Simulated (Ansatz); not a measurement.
**diamond against fcc along the 4d metals**

Method: DFT, BLYP, plane waves (420 eV) with PAW, scalar-relativistic (Ansatz 0.2.0). The PAW files were generated under PBE, with cores re-solved for the functional.

Each structure is relaxed within its symmetry, in the lowest magnetic state of the tried starts. Differences under about 8 meV lie within the error of the k-point mesh.

```csv
element,E(diamond) − E(fcc) (meV/atom),V(diamond) (Å³/atom),V(fcc) (Å³/atom),state of diamond,state of fcc
Y,1674,56.63,33.47,spin not included,spin not included
Zr,1997,33.75,24.02,spin not included,spin not included
Nb,1762,27.59,19.50,spin not included,spin not included
Mo,1323,24.26,16.67,spin not included,spin not included
Ru,626,21.23,14.51,spin not included,spin not included
Rh,?,?,?,?,?
Pd,777,26.06,16.38,ferromagnetic,spin not included
Ag,463,32.40,19.30,spin not included,spin not included
Cd,20,44.29,26.46,spin not included,spin not included
```

Q: Fill in the row of Rh.

A: E(diamond) − E(fcc) (meV/atom): 717; V(diamond) (Å³/atom): 22.14; V(fcc) (Å³/atom): 14.82; state of diamond: spin not included; state of fcc: non-magnetic.
